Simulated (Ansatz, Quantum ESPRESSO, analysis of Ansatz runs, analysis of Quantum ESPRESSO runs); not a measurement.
## Reproducing a measured charge-transition level: substitutional P in diamond (Quantum ESPRESSO)

How near does this set-up come to the measured charge-transition level? Subject: substitutional P in diamond. Set-up: PBE, GBRV 1.5 PBE, 64-site cell, measured lattice, k: the zone centre alone then 2x2x2 shifted, start relaxed with Ansatz. The model is a cell of 64 host atoms with 1 C taken out and 1 P put in. The level is the Fermi energy at which two charge states have equal formation energy, after a correction for the images of the charge. The measured lattice removes the functional's error in the volume.

What was measured. (+1/0) level below the conduction-band bottom: 0.6 eV, by known donor activation energy used as empirical marker; method not stated in the paper (quoted in “Hunting the elusive shallow n-type donor – An ab initio study of Li and N co-doped diamond”, 2021, S. Conejeros et al., quoting earlier work (2000)). (+1/0) level below the conduction-band bottom: 0.62 eV, by donor ionization energy (cited; method not stated) (quoted in “Phosphorescence and donor-acceptor pair recombination in laboratory-grown diamonds”, 2023, Jiahui Zhao et al., quoting earlier work (2013)).

Calculated with Quantum ESPRESSO 7.5; Quantum ESPRESSO plane-wave DFT, PBE, GBRV 1.5 PBE potentials; relaxation of all atoms of a defect supercell.

### 1. The starting structure

The cell holds 64 atoms: 63 C and 1 P. Cell: a = 7.133 Å, b = 7.133 Å, c = 7.133 Å, α = 90.0°, β = 90.0°, γ = 90.0°. It derives from C (space group Fd-3m). Nearest the centre at fractional (0.375, 0.375, 0.375): P8 at 0.01 Å, C27 at 1.69 Å, C4 at 1.69 Å, C42 at 1.70 Å, C49 at 1.70 Å, C14 at 2.56 Å, C5 at 2.56 Å, C15 at 2.56 Å. The cell carries charge +1.

The host's primitive cell comes from a first run (Quantum ESPRESSO plane-wave DFT, PBE, GBRV 1.5 PBE potentials; relaxation of all atoms of a defect-free cell): vectors of 2.522, 2.522 and 2.522 Å. That is 5.67 Å³ an atom. The supercell is built on it.

This program's steps are dear, so the start below was first relaxed with Ansatz (plane-wave PAW DFT, PBE; 7.1 s).

### 2. Relaxation, charge +1

Every later number rests on the structure around the defect, so the atoms are relaxed at the host's lattice first.

pw.in reads:

```
&CONTROL
  calculation = 'relax'
  prefix = 'pwscf'
  outdir = './tmp'
  pseudo_dir = './pseudo'
  tprnfor = .true.
  disk_io = 'low'
  nstep = 70
  forc_conv_thr = 0.00078
  etot_conv_thr = 0.0001
/
&SYSTEM
  ibrav = 0
  nat = 64
  ntyp = 2
  ecutwfc = 45
  ecutrho = 360
  nbnd = 132
  occupations = 'smearing'
  smearing = 'fd'
  degauss = 0.00073499
  tot_charge = 1
  nosym = .true.
/
&ELECTRONS
  conv_thr = 6d-08
  electron_maxstep = 100
  mixing_beta = 0.5
/
&IONS
  ion_dynamics = 'bfgs'
/
ATOMIC_SPECIES
C     12.0110 c_pbe_v1.2.uspp.F.UPF
P     30.9738 p_pbe_v1.5.uspp.F.UPF
CELL_PARAMETERS angstrom
   7.1334800000    0.0000000000    0.0000000000
   0.0000000000    7.1334800000    0.0000000000
   0.0000000000    0.0000000000    7.1334800000
ATOMIC_POSITIONS crystal
C     -0.0012509686   -0.0017665722    0.2494522723
C     -0.0012903245    0.2501465965   -0.0024263181
C      0.2505992604   -0.0017625624   -0.0023924668
C      0.2383255749    0.2379656157    0.2371868569
C      0.1215964903    0.1211521880    0.3740289121
C      0.1215457408    0.3747744411    0.1204206502
C      0.3751590872    0.1211317090    0.1204904047
P      0.3755928330    0.3751380845    0.3744377194
C      0.0005559862    0.0001509655    0.7495153840
C     -0.0004208075    0.2500034548    0.4996234733
C      0.2504574366   -0.0008256370    0.4996343617
C      0.2504757559    0.2499828906    0.7504961568
C      0.1251981270    0.1247318006    0.8742001533
C      0.1215736090    0.3755647874    0.6284896352
C      0.3760839861    0.1210993058    0.6285276832
C      0.3755914276    0.3751419423    0.8745241621
C     -0.0004441234    0.5003506438    0.2493386439
C      0.0005723811    0.7501477729   -0.0005365678
C      0.2504451934    0.5003280872   -0.0015253908
C      0.2504572383    0.7511400152    0.2493324416
C      0.1215673197    0.6291722068    0.3749413724
C      0.1252036159    0.8748107075    0.1240599280
C      0.3760693481    0.6291327525    0.1205004978
C      0.3755874885    0.8751493618    0.3744959834
C     -0.0012620911    0.5001616993    0.7513503715
C     -0.0013082120    0.7520570861    0.4994833538
C      0.2383549396    0.5123521941    0.5116995309
C      0.2505363212    0.7520579228    0.7513261695
C      0.1251797253    0.6255692491    0.8747476473
C      0.1251435393    0.8755014496    0.6248657587
C      0.3751287586    0.6291678368    0.6284938449
C      0.3755952206    0.8751133226    0.8744717990
C      0.5007397916   -0.0008613071    0.2493664415
C      0.5007503304    0.2499620083   -0.0015285539
C      0.7506296828    0.0001398892   -0.0005264137
C      0.7516375674    0.2499764939    0.2493458614
C      0.6295781477    0.1211401655    0.3749282678
C      0.6296173364    0.3755298950    0.1204638069
C      0.8753456337    0.1247288185    0.1240839715
C      0.8755882852    0.3751859191    0.3744937471
C      0.5006615364   -0.0017762264    0.7513894081
C      0.5127954881    0.2379258875    0.5117500495
C      0.7524482651   -0.0017518880    0.4994922877
C      0.7524424328    0.2501574001    0.7513185994
C      0.6260242527    0.1247404194    0.8747863994
C      0.6295788658    0.3747833105    0.6284792808
C      0.8758633553    0.1247478022    0.6248849009
C      0.8755835109    0.3751477510    0.8744260755
C      0.5129044579    0.5123532874    0.2372597035
C      0.5006276166    0.7520167937   -0.0023832978
C      0.7524745141    0.5001392216   -0.0024175804
C      0.7524494442    0.7520837955    0.2494188386
C      0.6296237224    0.6291941032    0.3740329088
C      0.6259685503    0.8754917795    0.1240727064
C      0.8758592230    0.6255538864    0.1240672193
C      0.8755838756    0.8751573416    0.3744593536
C      0.5007082026    0.5002929204    0.7505126595
C      0.5007412578    0.7511416218    0.4996312384
C      0.7516057775    0.5003513368    0.4996323158
C      0.7506392634    0.7501439630    0.7495111198
C      0.6259981427    0.6255297709    0.8741843821
C      0.6260185412    0.8748043936    0.6248836810
C      0.8753249879    0.6255524872    0.6248909934
C      0.8755974624    0.8751467493    0.8744988436
K_POINTS gamma
```

Command:

```
> OMP_NUM_THREADS=1 mpirun -n 4 pw.x -in pw.in > pw.out
```

Log:

```text
This program is part of the open-source Quantum ESPRESSO suite
     for quantum simulation of materials; please cite
         "P. Giannozzi et al., J. Phys.:Condens. Matter 21 395502 (2009);
         "P. Giannozzi et al., J. Phys.:Condens. Matter 29 465901 (2017);
         "P. Giannozzi et al., J. Chem. Phys. 152 154105 (2020);
          URL
     in publications or presentations arising from this work. More details at

     gamma-point specific algorithms are used

     Subspace diagonalization in iterative solution of the eigenvalue problem:
     a serial algorithm will be used

     --------------------
     sticks:   dense  smooth     PW     G-vecs:    dense   smooth      PW
     Min        1299     647    164                70634    24964    3132
     Max        1302     650    165                70640    24974    3137
     Sum        5201    2593    657               282545    99873   12533

     Using Slab Decomposition

     bravais-lattice index     =            0
     lattice parameter (alat)  =      13.4803  a.u.
     unit-cell volume          =    2449.6326 (a.u.)^3
     number of atoms/cell      =           64
     number of atomic types    =            2
     number of electrons       =       256.00
     number of Kohn-Sham states=          132
     kinetic-energy cutoff     =      45.0000  Ry
     charge density cutoff     =     360.0000  Ry
     scf convergence threshold =      6.0E-08
     mixing beta               =       0.5000
     number of iterations used =            8  plain     mixing
     energy convergence thresh.=      1.0E-04
     force convergence thresh. =      7.8E-04
     Exchange-correlation=  SLA  PW   PBX  PBC
                           (   1   4   3   4   0   0   0)
     nstep                     =           70

     celldm(1)=  13.480324  celldm(2)=   0.000000  celldm(3)=   0.000000
     celldm(4)=   0.000000  celldm(5)=   0.000000  celldm(6)=   0.000000

     crystal axes: (cart. coord. in units of alat)
               a(1) = (   1.000000   0.000000   0.000000 )
               a(2) = (   0.000000   1.000000   0.000000 )
               a(3) = (   0.000000   0.000000   1.000000 )

     reciprocal axes: (cart. coord. in units 2 pi/alat)
               b(1) = (  1.000000  0.000000  0.000000 )
               b(2) = (  0.000000  1.000000  0.000000 )
               b(3) = (  0.000000  0.000000  1.000000 )

     PseudoPot. # 1 for C  read from file:
     c_pbe_v1.2.uspp.F.UPF
     Pseudo is Ultrasoft + core correction, Zval =  4.0
     Generated by new atomic code, or converted to UPF format
     Using radial grid of  721 points,  4 beta functions with:
                l(1) =   0
                l(2) =   0
                l(3) =   1
                l(4) =   1
     Q(r) pseudized with  8 coefficients,  rinner =    1.100   1.100   1.100

     PseudoPot. # 2 for P  read from file:
     p_pbe_v1.5.uspp.F.UPF
     Pseudo is Ultrasoft + core correction, Zval =  5.0
     Generated by new atomic code, or converted to UPF format
     Using radial grid of  903 points,  6 beta functions with:
                l(1) =   0
                l(2) =   0
                l(3) =   1
                l(4) =   1
                l(5) =   2
                l(6) =   2
     Q(r) pseudized with  8 coefficients,  rinner =    1.300   1.300   1.300
                                                       1.300   1.300

     atomic species   valence    mass     pseudopotential
     C                 4.00    12.01100     C ( 1.00)
     P                 5.00    30.97380     P ( 1.00)

     No symmetry found

   Cartesian axes

     site n.     atom                  positions (alat units)
         1        C      tau(   1) = (  -0.0012510  -0.0017666   0.2494523  )
         2        C      tau(   2) = (  -0.0012903   0.2501466  -0.0024263  )
         3        C      tau(   3) = (   0.2505993  -0.0017626  -0.0023925  )
         4        C      tau(   4) = (   0.2383256   0.2379656   0.2371869  )
         5        C      tau(   5) = (   0.1215965   0.1211522   0.3740289  )
         6        C      tau(   6) = (   0.1215457   0.3747744   0.1204207  )
         7        C      tau(   7) = (   0.3751591   0.1211317   0.1204904  )
         8        P      tau(   8) = (   0.3755928   0.3751381   0.3744377  )
         9        C      tau(   9) = (   0.0005560   0.0001510   0.7495154  )
        10        C      tau(  10) = (  -0.0004208   0.2500035   0.4996235  )
        11        C      tau(  11) = (   0.2504574  -0.0008256   0.4996344  )
        12        C      tau(  12) = (   0.2504758   0.2499829   0.7504962  )
        13        C      tau(  13) = (   0.1251981   0.1247318   0.8742002  )
        14        C      tau(  14) = (   0.1215736   0.3755648   0.6284896  )
        15        C      tau(  15) = (   0.3760840   0.1210993   0.6285277  )
        16        C      tau(  16) = (   0.3755914   0.3751419   0.8745242  )
        17        C      tau(  17) = (  -0.0004441   0.5003506   0.2493386  )
[...]
57        C      tau(  57) = (   0.5007082   0.5002929   0.7505127  )
        58        C      tau(  58) = (   0.5007413   0.7511416   0.4996312  )
        59        C      tau(  59) = (   0.7516058   0.5003513   0.4996323  )
        60        C      tau(  60) = (   0.7506393   0.7501440   0.7495111  )
        61        C      tau(  61) = (   0.6259981   0.6255298   0.8741844  )
        62        C      tau(  62) = (   0.6260185   0.8748044   0.6248837  )
        63        C      tau(  63) = (   0.8753250   0.6255525   0.6248910  )
        64        C      tau(  64) = (   0.8755975   0.8751467   0.8744988  )

     number of k points=     1  Fermi-Dirac smearing, width (Ry)=  0.0007
                       cart. coord. in units 2pi/alat
        k(    1) = (   0.0000000   0.0000000   0.0000000), wk =   2.0000000

     Dense  grid:   141273 G-vectors     FFT dimensions: (  81,  81,  81)

     Smooth grid:    49937 G-vectors     FFT dimensions: (  60,  60,  60)

     Initial potential from superposition of free atoms

     starting charge     256.9973, renormalised to     256.0000
     Starting wfcs are  256 randomized atomic wfcs

     Self-consistent Calculation

     iteration #  1     ecut=    45.00 Ry     beta= 0.50
     Davidson diagonalization with overlap
     ethr =  1.00E-02,  avg # of iterations =  2.0

     total energy              =    -739.12790455 Ry
     estimated scf accuracy    <       4.26909041 Ry

     iteration #  2     ecut=    45.00 Ry     beta= 0.50
     Davidson diagonalization with overlap
     ethr =  1.67E-03,  avg # of iterations =  3.0

[...]
10.6403  10.6818  10.7670  10.7673  10.7675  10.7742  10.7744  10.8746
    10.8748  10.8751  10.9925  10.9930  10.9931  13.6720  13.6724  13.6727
    17.5654  17.5664  17.5667  17.9747

     the Fermi energy is    14.8130 ev

!    total energy              =    -739.17190767 Ry
     estimated scf accuracy    <       0.00000001 Ry
     smearing contrib. (-TS)   =       0.00000000 Ry
     internal energy E=F+TS    =    -739.17190767 Ry

     The total energy is F=E-TS. E is the sum of the following terms:
     one-electron contribution =     261.42977810 Ry
     hartree contribution      =      62.88250061 Ry
     xc contribution           =    -238.44038699 Ry
     ewald contribution        =    -825.04379939 Ry

     convergence has been achieved in  10 iterations

     Forces acting on atoms (cartesian axes, Ry/au):

     atom    1 type  1   force =     0.00005344    0.00039825   -0.00000867
     atom    2 type  1   force =     0.00011056   -0.00013516    0.00015266
     atom    3 type  1   force =    -0.00023356    0.00021096    0.00007036
     atom    4 type  1   force =     0.00007224   -0.00032993    0.00014862
     atom    5 type  1   force =     0.00045505    0.00060386    0.00018550
     atom    6 type  1   force =     0.00058280    0.00000581    0.00081280
     atom    7 type  1   force =     0.00008829    0.00044641    0.00024592
     atom    8 type  2   force =    -0.00000967    0.00006176    0.00035243
     atom    9 type  1   force =     0.00000617   -0.00003049   -0.00007533
     atom   10 type  1   force =    -0.00006961   -0.00000399    0.00000397
     atom   11 type  1   force =    -0.00001181   -0.00018856   -0.00003162
     atom   12 type  1   force =    -0.00019603   -0.00003464    0.00016743
     atom   13 type  1   force =    -0.00000131    0.00005567   -0.00015583
     atom   14 type  1   force =     0.00086351   -0.00026313   -0.00053723
     atom   15 type  1   force =    -0.00053309    0.00082324   -0.00055981
     atom   16 type  1   force =    -0.00001161   -0.00005317   -0.00036475
[...]
Total force =     0.003476     Total SCF correction =     0.000230

     BFGS Geometry Optimization
     Energy error            =      1.2E-05 Ry
     Gradient error          =      8.6E-04 Ry/Bohr

     number of scf cycles    =   1
     number of bfgs steps    =   0

     energy             new  =    -739.1719076687 Ry

     new trust radius        =       0.0011292935 bohr
     new conv_thr            =       0.0000000600 Ry

ATOMIC_POSITIONS (crystal)
C               -0.0012470046       -0.0017370292        0.2494516289
C               -0.0012821227        0.2501365701       -0.0024149936
C                0.2505819343       -0.0017469128       -0.0023872471
C                0.2383309337        0.2379411411        0.2371978815
C                0.1216302468        0.1211969839        0.3740426729
C                0.1215889742        0.3747748718        0.1204809455
C                0.3751656371        0.1211648244        0.1205086473
P                0.3755921156        0.3751426658        0.3744638631
C                0.0005564436        0.0001487037        0.7495097957
C               -0.0004259714        0.2500031590        0.4996237679
C                0.2504565605       -0.0008396250        0.4996320161
C                0.2504612142        0.2499803207        0.7505085772
C                0.1251980300        0.1247359300        0.8741885938
C                0.1216376659        0.3755452680        0.6284497826
C                0.3760444403        0.1211603758        0.6284861551
C                0.3755905662        0.3751379980        0.8744971039
[...]
NEW-OLD atomic charge density approx. for the potential

     Self-consistent Calculation

     iteration #  1     ecut=    45.00 Ry     beta= 0.50
     Davidson diagonalization with overlap
     ethr =  1.00E-06,  avg # of iterations =  2.0

     Threshold (ethr) on eigenvalues was too large:
     Diagonalizing with lowered threshold

     Davidson diagonalization with overlap
     ethr =  2.96E-10,  avg # of iterations =  5.0

     total energy              =    -739.17191362 Ry
     estimated scf accuracy    <       0.00000120 Ry

     iteration #  2     ecut=    45.00 Ry     beta= 0.50
     Davidson diagonalization with overlap
     ethr =  4.67E-10,  avg # of iterations =  2.0

     total energy              =    -739.17191378 Ry
     estimated scf accuracy    <       0.00000019 Ry

     iteration #  3     ecut=    45.00 Ry     beta= 0.50
     Davidson diagonalization with overlap
     ethr =  7.25E-11,  avg # of iterations =  2.0

     End of self-consistent calculation

          k = 0.0000 0.0000 0.0000 (  6267 PWs)   bands (ev):

[...]
5.2573   5.2728   5.3637   5.3640   5.3641   5.9113   5.9113   5.9327
     5.9330   5.9331   6.0346   6.0347   6.0348   6.0694   6.0696   6.0697
     6.1510   7.3398   7.3398   7.3398   7.3417   7.3417   7.3417   9.0278
     9.0279   9.0280   9.1278   9.1279   9.3580   9.4383   9.4384   9.4386
     9.4456   9.4458   9.4459   9.5499   9.5501   9.5502   9.6523   9.6527
     9.6527  10.5843  10.5844  10.5844  10.5898  10.5899  10.6400  10.6401
    10.6402  10.6815  10.7677  10.7678  10.7679  10.7746  10.7747  10.8750
    10.8752  10.8752  10.9930  10.9931  10.9933  13.6723  13.6726  13.6728
    17.5654  17.5659  17.5662  17.9752

     the Fermi energy is    14.8135 ev

!    total energy              =    -739.17191381 Ry
     estimated scf accuracy    <       0.00000004 Ry
     smearing contrib. (-TS)   =       0.00000000 Ry
     internal energy E=F+TS    =    -739.17191381 Ry

     The total energy is F=E-TS. E is the sum of the following terms:
     one-electron contribution =     261.43867378 Ry
     hartree contribution      =      62.87790448 Ry
     xc contribution           =    -238.44030014 Ry
     ewald contribution        =    -825.04819192 Ry

     convergence has been achieved in   3 iterations

     Forces acting on atoms (cartesian axes, Ry/au):

[...]
atom   57 type  1   force =     0.00003131   -0.00014461   -0.00025334
     atom   58 type  1   force =     0.00004591   -0.00009406   -0.00003807
     atom   59 type  1   force =    -0.00016549   -0.00020890   -0.00003424
     atom   60 type  1   force =    -0.00003225    0.00013947    0.00005483
     atom   61 type  1   force =    -0.00007944   -0.00000521   -0.00002847
     atom   62 type  1   force =    -0.00011222    0.00013290   -0.00005067
     atom   63 type  1   force =    -0.00005412   -0.00009358   -0.00005830
     atom   64 type  1   force =     0.00001229    0.00007098   -0.00007587

     Total force =     0.001643     Total SCF correction =     0.000407
     SCF correction compared to forces is large: reduce conv_thr to get better values
     Energy error            =      6.1E-06 Ry
     Gradient error          =      4.3E-04 Ry/Bohr

     bfgs converged in   2 scf cycles and   1 bfgs steps
     (criteria: energy <  1.0E-04 Ry, force <  7.8E-04 Ry/Bohr)

     End of BFGS Geometry Optimization

     Final energy             =    -739.1719138074 Ry

     File ./tmp/pwscf.bfgs deleted, as requested
Begin final coordinates

ATOMIC_POSITIONS (crystal)
[...]
C                0.5007162384        0.5003099808        0.7505066063
C                0.5007325979        0.7511459489        0.4996308536
C                0.7516055781        0.5003351058        0.4996273298
C                0.7506292520        0.7501455456        0.7495081133
C                0.6260057254        0.6255457899        0.8741918444
C                0.6260204788        0.8748166453        0.6248972147
C                0.8753151922        0.6255684892        0.6248932056
C                0.8755942440        0.8751443578        0.8744936646
End final coordinates

=------------------------------------------------------------------------------=
   JOB DONE.
=------------------------------------------------------------------------------=
```

Wall time 17 s (4 MPI ranks of Arm Neoverse V1, shared host); peak memory 0.78 GiB.

No atom moved by 0.005 Å in the relaxation.

Neighbours of P8 at the end:

```
atom  distance (Å)
 C42         1.696
 C49         1.696
 C27         1.696
  C4         1.696
 C23         2.562
  C5         2.562
 C46         2.562
  C7         2.562
 C37         2.562
 C14         2.562
 C31         2.562
 C21         2.562
 C38         2.562
  C6         2.562
 C53         2.562
 C15         2.562
```

(Part 1 of 4 ends here.)

[Logs are printed without paths, hosts, clocks, repeated set-up lines and the standing remarks that a program may print on its own settings, such as how far it seeks lower states.]

[Hosts, paths, dates, database ids (printed as entryN), source tags and the programs' standing remarks are cut or masked in the printed files.]

[For some hosts the program warned that the k-mesh of the response run may be too coarse for force constants and the static dielectric constant; such warnings are not shown here.]
